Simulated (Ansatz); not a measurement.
# SrO: pressure against volume per atom

Density functional stress and forces at fixed atoms, pressure and stress positive in compression, spin-unpolarised plane waves. The results are calculated, by Ansatz 0.2.0.

Cell of the first row (space group Fm-3m, No. 225):
```
cell vectors (Å)
   0.0000     2.4767     2.4767
   2.4767     0.0000     2.4767
   2.4767     2.4767     0.0000
atoms (fractions of the cell vectors)
Sr  0.00000  0.00000  0.00000
O   0.50000  0.50000  0.50000
```

Settings of every row: periodic directions 3; functional r2SCAN; spin orbit no; potentials PAW; wave cutoff 500 eV; k mesh 8x8x8; smearing width 0 eV.

```
row  volume per atom (Å³)  pressure (GPa)
  1                15.192           15.08
  2                15.273           14.26
  3                15.397           13.03
  4                15.672            10.5
  5                 15.92            8.39
  6                16.291            5.55
  7                16.854            1.82
  8                17.171               0
  9                18.222           -4.87
 10                18.492               ?
 11                19.315           -8.47
```

Question: what pressure should row 10 give?

Worked fit of pressure. Take u = (V_r/V)^(2/3) − 1 with V_r = 16.105 Å³ an atom, which is twice the finite (Eulerian) strain; such expansions in the strain, on which the Birch-Murnaghan equation of state is built, carry the rest volume and the bulk modulus. The shown rows have u = 0.03967, 0.03599, 0.03043, 0.01834, 0.00773, -0.00763, -0.02985, -0.04183, -0.07904, -0.11412. Least squares give pressure = 6.931 + 185.386 × u + 488.92 × u² + 411.6 × u³ GPa; a parabola predicts inner rows, each left out in turn, worse (root mean square 0.043 against 0.0052 GPa). The rows lie off it by 0.00, 0.00, -0.01, 0.00, 0.00, 0.01, 0.00, 0.00, 0.00, 0.00. The pressure vanishes at u = -0.0418, or V = 17.17 Å³ an atom, and there the bulk modulus with atoms relaxed is B = −V dP/dV = (2/3)(1 + u) dP/du = 93.7 GPa. The withheld row has u = -0.08802, so the fit gives 6.931 + 185.386 × (-0.08802) + 488.92 × (-0.08802)² + 411.6 × (-0.08802)³ = -5.88 GPa.

The calculation gave -5.88 GPa. The fit meets it to the printed digit.
